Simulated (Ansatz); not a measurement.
# MnAs (P6_3/mmc) in Ansatz: notebook

Aim: see how the results for MnAs move with the level of theory and the settings. Levels: BLYP, PBE. Tasks: relaxation of cell and atoms, single point.

Everything below comes from runs of Ansatz 0.2.0. Logs are shortened: lines on timing, memory, paths and dates and some standing lists are left out, and cuts for length are marked.

**1. Starting point**

Symmetry: P6_3/mmc, No. 194, hexagonal system. The conventional cell has a = 3.710 Å, b = 3.710 Å, c = 5.691 Å, α = 90.00°, β = 90.00°, γ = 120.00°. As (site symmetry -6m2) has 6 Mn at 2.57 Å as nearest neighbours. Mn (site symmetry -3m) is surrounded by 6 As at 2.57 Å and 2 Mn at 2.85 Å.

**2. Relaxation of cell and atoms, BLYP, collinear spin, ferromagnetic start**

The input, input.yaml:

```yaml
crystal:
  lattice:
    - [3.71, 0.0, 0.0]
    - [-1.855, 3.212954248, 0.0]
    - [0.0, 0.0, 5.691]
  atoms:
    - { symbol: As, position: [0.6666666667, 0.3333333333, 0.75] }
    - { symbol: As, position: [0.3333333333, 0.6666666667, 0.25] }
    - { symbol: Mn, position: [0.0, 0.0, 0.5], spin: 4.0 }
    - { symbol: Mn, position: [0.0, 0.0, 0.0], spin: 4.0 }
hamiltonian:
  xc: blyp
  pseudopotentials: { kind: paw }
magnetization:
  spin_polarized: true
kpoints:
  mp_grid: { grid: [8, 8, 5] }
scf:
  occupations: { method: fermi_dirac, width: 0.05 }
output:
  forces: true
  stress: true
relax:
  f_tol: 0.01
  max_steps: 40
  cell: { stress_tol: 0.05 }
```

Potentials or basis: Ansatz PAW.

On the command line:

```bash
$ ansatz run input.yaml --threads 2 --pin off --max-ram 5632MiB --backend cpu --events-out ev --progress --plain --runs-dir out
```

Output:

```text
Warning: RAYON_NUM_THREADS=2 ignored (pool sized by the plan → 2); use --threads N
Engine: ansatz 0.2.0, x86_64-unknown-linux-gnu
Pseudopotentials: kind: paw
Pseudopotential: As, paw, valence charge 15, recommended cutoff 420 eV (normal), As.paw.azcp
Pseudopotential: Mn, paw, valence charge 15, recommended cutoff 420 eV (normal), Mn.paw.azcp
Functional definition: BLYP
  parameter beta = 0.0042
  parameter a = 0.04918
  parameter b = 0.132
  parameter c = 0.2533
  parameter d = 0.349
  exchange = b88_x(beta = beta)
  correlation = lyp_c(a = a, b = b, c = c, d = d)
Crystal: 4 atoms, lattice volume = 67.837 Å³
Basis set: ecut = 420 eV, 1339 PW (Γ), exchange–correlation on 50×50×80 points (8 copies of the dense FFT grid, shifted against one another)
Bands: 41, of which v1, the nominal top of the filled ones, is band 30 counted from 1 (29 counted from 0)
Symmetry: 24 space group operations
Space group: P63/mmc (ITA 194), of the structure as read, at distance tolerance 4.1e-5 Å
Magnetic group: BNS 194.263 (UNI 1493), of the structure as read, at distance tolerance 4.1e-5 Å
k-points: 30 of 320
Non-local potential: As, projectors of the file, l = 0: 2, l = 1: 2, l = 2: 3, l = 3: 1
Non-local potential: Mn, projectors of the file, l = 0: 3, l = 1: 2, l = 2: 3, l = 3: 1
PAW form: soft (Blöchl's): semilocal exchange-correlation on the pseudo side does not see the compensation charge
PAW frozen core: As, regenerated for the run's functional, and the local potential with it (the file was generated under x = pbe(κ = 0.804, μ = 0.2195149727645171), c = pbe(β = 0.06672455060314922))
PAW frozen core: Mn, regenerated for the run's functional, and the local potential with it (the file was generated under x = pbe(κ = 0.804, μ = 0.2195149727645171), c = pbe(β = 0.06672455060314922))
PAW one-centre angular grid: As, 590 points (default); XC on 64 Gauss nodes
PAW one-centre angular grid: Mn, 590 points (default); XC on 64 Gauss nodes
Initial density: superposition of atomic densities (chi_scale 0.1, normalization cell)
Starting moments: Σ|m| = 8 μB on 2 of 4 sites
Initial wavefunctions: pseudopotential atomic-orbital guess
Functional: x = b88, c = lyp
iter 1 solved again at ethr=8.02e-4 eV; its pass at ethr=3.10e-3 eV (dr2=4.81e-1 eV) is discarded
SCF iter   1: F=—  HF=-17545.038418 eV  |F-HF|=—  |Δ(HF+E_count)|=         —  Δρ=1.93e-2 (↑1.70e-2 ↓1.93e-2)  dr2=4.85e-1  dr2_m=1.00e-1  M=7.052 μB ∫|m|=7.658 μB  β_m=0.30  ethr=8.02e-4  ⟨swp⟩=1.4  Hψ=11149  notcnv=0
Mixer restart at iter 1: flushing history
preconditioner: auto → Kerker (q_TF=auto, 2.673 Å⁻¹)  [metal: Δε(μ)=0.016 eV  Ē_g=8.521 eV  σ=0.050 eV  W_gap=0.08  n_scr=22 (ndim 8)  ℏωp=22.1 eV  f_vac=0.000  D(μ)=2.03/eV (n_scr^D=22)]
spin=Collinear: Kerker preconditioning applied to the charge; magnetization (m = ρ↑ − ρ↓) channel mixes plain (no charge-response kernel on spin).
SCF iter   2: F=—  HF=-17545.303181 eV  |F-HF|=—  |Δ(HF+E_count)|=   2.65e-1  Δρ=1.69e-2 (↑1.15e-2 ↓1.69e-2)  dr2=3.04e-1  dr2_m=6.10e-2  M=6.948 μB ∫|m|=7.596 μB  β_m=0.62  ethr=8.02e-4  ⟨swp⟩=2.0  Hψ=3051  notcnv=0
SCF iter   3: F=—  HF=-17546.034023 eV  |F-HF|=—  |Δ(HF+E_count)|=   7.31e-1  Δρ=1.66e-2 (↑6.57e-3 ↓1.66e-2)  dr2=2.82e-1  dr2_m=5.35e-2  M=6.681 μB ∫|m|=7.405 μB  β_m=0.81  ethr=5.07e-4  ⟨swp⟩=2.2  Hψ=3477  notcnv=0
[... 55 lines left out ...]
SCF iter   8: F=—  HF=-17546.437420 eV  |F-HF|=—  |Δ(HF+E_count)|=  7.28e-11  Δρ=9.53e-8 (↑9.53e-8 ↓3.52e-8)  dr2=6.90e-12  dr2_m=1.05e-12  M=6.256 μB ∫|m|=6.984 μB  β_m=0.83  ethr=1.04e-12  ⟨swp⟩=2.0  Hψ=4094  notcnv=0
SCF iter   9: F=-17546.437420 eV  HF=-17546.437420 eV  |F-HF|=0.00e0  |Δ(HF+E_count)|=  7.28e-12  Δρ=7.90e-9 (↑7.90e-9 ↓7.32e-9)  dr2=1.22e-13  dr2_m=9.38e-15  M=6.256 μB ∫|m|=6.984 μB  ethr=1.00e-12  ⟨swp⟩=2.8  Hψ=7438  notcnv=0
SCF 4 converged in 9 iterations: F = -17546.437420 eV  dr2 = 1.22e-13
relax step   4: F+E_penalty+E_count = -17546.43741964 eV  Δ(F+E_penalty+E_count) = -5.603e-4 eV  max|allowed force component| = 4.626e-18 eV/Å  Δτ_max = 0.0000 Å  P = -0.038 GPa  Ω = 69.679 Å³  stress off target by 4.77e-2 GPa  SCF on the basis re-selected at this cell (its energy is not comparable with the rows above)  (9 SCF iters)
basis re-selected at this cell: Δ(F+E_penalty+E_count) = -5.603e-4 eV, ΔP = +0.010 GPa vs the last step (what re-selecting the basis moved, of the pressure what is left beyond the Pulay correction that the steps carried, after the strain that the cell walked since its last selection, with what the two solves' SCF thresholds leave and, on support functions, any second-order correction that the steps lacked; it is no measure of the basis error at this ecutwfc). The dense FFT grid was sized anew with the basis: this SCF ran on 27×27×40 points, the steps before it on 25×25×40, so part of this shift can come from that change (see relax.cell in the input reference). This SCF's stress stands 4.77e-2 GPa from its target on what of the cell is left free (relax.cell.stress_tol is 5.00e-2 GPa) and its largest allowed force component is 4.63e-18 eV/Å (relax.f_tol is 1.00e-2 eV/Å): within both
SCF converged after 9 iterations
Magnetization: 6.2556 μB (33.1278 up, 26.8722 down)
Absolute magnetization: 6.9824 μB (∫|ρ↑−ρ↓|, with the PAW one-centre terms)
Spin contamination: 0.2488 ħ² per cell (⟨S²⟩ above its minimum at these occupations)
Per-site moments (μB) at R_I (Å): [(-0.12211754159618045, 1.0713275475329473), (-0.12211754159618055, 1.0713275475329473), (3.1496470775249055, 1.0713275475329473), (3.149647077524906, 1.0713275475329473)]
Free energy (F): -17546.437420 eV
Harris-Foulkes:  -17546.437420 eV  (|F-HF|=0.00e0)
Internal energy: -17546.416429 eV  (E = F + TS)
E sigma→0 (E₀):  -17546.426924 eV
Entropy (-TS):   -0.020991 eV (-5.248 meV/atom)
Fermi energy:    13.224424 eV
--- Per-component energies (eV) ---
  E_band       = -913.017527
  E_kinetic    = 815.376545
  E_local      = -7251.138639  (includes V_loc(G=0)·N_el)
  E_nonlocal   = -854.747277
  E_hartree    = 3479.052166
  E_xc         = -378.357144
  E_vxc        = -438.524556  (∫ρ·V_xc dr)
  E_paw        = -6321.209185  (= ΣΔE_a)
  E_vpaw       = -142.087953  (= ΣTr[D̂ρ^β])
  E_aug_tail   = -0.000004  (compensation charges beyond the density's cutoff)
  E_ewald      = -7035.808895
  E_core_change = 0.416004  (= ΣΔE_core)
  E_smearing   = -0.020991  (= −TS)
  E_closure    = 0.000000  (closes the sum)
  Σ components = -17546.437420   (vs F -17546.437420, Δ=0.00e0)
--- Forces (eV/Å), atoms counted from 1 ---
  atom   1  As     0.00000000    -0.00000000     0.00000000
  atom   2  As    -0.00000000     0.00000000    -0.00000000
  atom   3  Mn     0.00000000    -0.00000000    -0.00000000
  atom   4  Mn     0.00000000    -0.00000000     0.00000000
  max |Σ_I F_I| component: 1.16e-18 eV/Å
--- Stress (GPa, compression-positive) ---
       -0.033328       0.000000       0.000000
        0.000000      -0.033328      -0.000000
        0.000000      -0.000000      -0.047726
  P = ⅓ Tr σ = -0.0381 GPa (-0.381 kbar)
--- Relaxed structure (3 steps of the walk, 3 accepted, 1 SCFs on fresh bases) ---
  F+E_penalty+E_count = -17546.43741964 eV   max|allowed force component| = 4.626e-18 eV/Å   (the final SCF, on the basis selected at the relaxed cell)
  cell:  # Å, volume = 69.6792 Å³
    - [3.7814915155028457, 0.0, 4.67190620731222e-34]
    - [-1.8907457577514228, 3.274867716620781, 4.729349861056094e-19]
    - [7.166527823714409e-34, 8.376941587592002e-19, 5.626606382190183]
  atoms:
    - { symbol: As, position: [0.6666666666666667, 0.3333333333333333, 0.75] }
    - { symbol: As, position: [0.33333333333333337, 0.6666666666666669, 0.25] }
    - { symbol: Mn, position: [-2.527783052008247e-34, -2.407412430484045e-35, 0.5] }
    - { symbol: Mn, position: [-2.397697406558396e-34, -2.747371493762866e-35, -1.6744580689977174e-36] }
```

Wall time 13 s (2 threads of Intel Xeon 6975P-C (Granite Rapids), shared host); peak memory 0.51 GiB.

Results:

| Quantity | Value |
| --- | --- |
| Free energy | -17546.4374 eV |
| Relaxed volume | 17.42 Å³/atom |
| Relaxed cell | a = 3.781 Å, b = 3.781 Å, c = 5.627 Å, α = 90.00°, β = 90.00°, γ = 120.00° |
| Space group after relaxing (to 0.05 Å) | P6_3/mmc (No. 194) |
| Energy gained by relaxing | 4.9 meV/atom |
| Ionic steps | 4 |
| Pressure after relaxing | 0.0 GPa |
| Net moment | 6.26 μB per cell |
| Absolute moment | 6.98 μB per cell |
| Site moments | As -0.12; Mn +3.15 μB |

Step by step:
| step | energy change (eV) | largest force (eV/Å) | volume (Å³) |
| --- | --- | --- | --- |
| 1 | 0.0000 | 0.0000 | 67.84 |
| 2 | -0.0173 | 0.0000 | 68.87 |
| 3 | -0.0189 | 0.0000 | 69.68 |
| 4 | -0.0195 | 0.0000 | 69.68 |

Final structure:
```
CELL_PARAMETERS angstrom
3.78149 0.00000 0.00000
-1.89075 3.27487 0.00000
0.00000 0.00000 5.62661
ATOMIC_POSITIONS crystal
As 0.66667 0.33333 0.75000
As 0.33333 0.66667 0.25000
Mn 0.00000 0.00000 0.50000
Mn 0.00000 0.00000 0.00000
```

Caveat: the plane-wave basis is chosen anew once the cell has moved, so the energies of steps on either side of that aren't comparable; only a ferromagnetic start was run, and an antiferromagnetic order may lie lower in energy; the PAW data sets come from PBE, with cores solved anew for the run's functional, which leaves a small shift of forces and pressure.

**3. Single point, PBE, collinear spin, ferromagnetic start**

input.yaml, as its differences from that of step 2:

```diff
@@ -11,3 +11,3 @@
 hamiltonian:
-  xc: blyp
+  xc: pbe
   pseudopotentials: { kind: paw }
@@ -18,3 +18,3 @@
 scf:
-  occupations: { method: fermi_dirac, width: 0.05 }
+  occupations: { method: gaussian, width: 0.012 }
 output:
@@ -22,5 +22,2 @@
   stress: true
-relax:
-  f_tol: 0.01
-  max_steps: 40
-  cell: { stress_tol: 0.05 }
+  eigenvalues: true
```

Potentials or basis: Ansatz PAW.

On the command line:

```bash
$ ansatz run input.yaml --threads 2 --pin off --max-ram 5632MiB --backend cpu --events-out ev --progress --plain --runs-dir out
```

Wall time 3.9 s (2 threads of Intel Xeon 6975P-C (Granite Rapids), shared host); peak memory 0.51 GiB.

Results (log left out):

| Quantity | Value |
| --- | --- |
| Free energy | -17510.7821 eV |
| Pressure | -3.4 GPa |
| Band gap on the k mesh | none (metal or under the smearing width) |
| Net moment | 6.30 μB per cell |
| Absolute moment | 7.04 μB per cell |
| Site moments | As -0.12; Mn +3.16 μB |

Stress tensor (GPa, compression positive):
```
-2.42  0.00  0.00
 0.00 -2.42  0.00
 0.00  0.00 -5.41
```

Levels at points of the mesh, in eV from the Fermi level:
Spin up:
```
            k point  band 30  band 31  band 32  band 33  band 34  band 35  band 36  band 37
 (0.00, 0.00, 0.00)    -1.87    -0.49     0.54     0.54     1.47     2.83     2.83     3.79
(0.00, -0.50, 0.00)    -2.12    -2.11    -1.91    -1.64    -0.58     1.04     3.13     4.71
```
Spin down:
| k point | band 23 | band 24 | band 25 | band 26 | band 27 | band 28 | band 29 | band 30 | band 31 | band 32 |
| --- | --- | --- | --- | --- | --- | --- | --- | --- | --- | --- |
| (0.00, 0.00, 0.00) | -2.86 | -1.16 | -0.13 | -0.13 | 0.00 | 0.00 | 0.49 | 0.49 | 1.28 | 1.28 |
| (0.00, -0.50, 0.00) | -3.32 | -3.16 | -2.73 | -2.07 | -1.33 | 0.65 | 0.74 | 0.77 | 0.84 | 1.39 |

Caveat: only a ferromagnetic start was run, and an antiferromagnetic order may lie lower in energy.
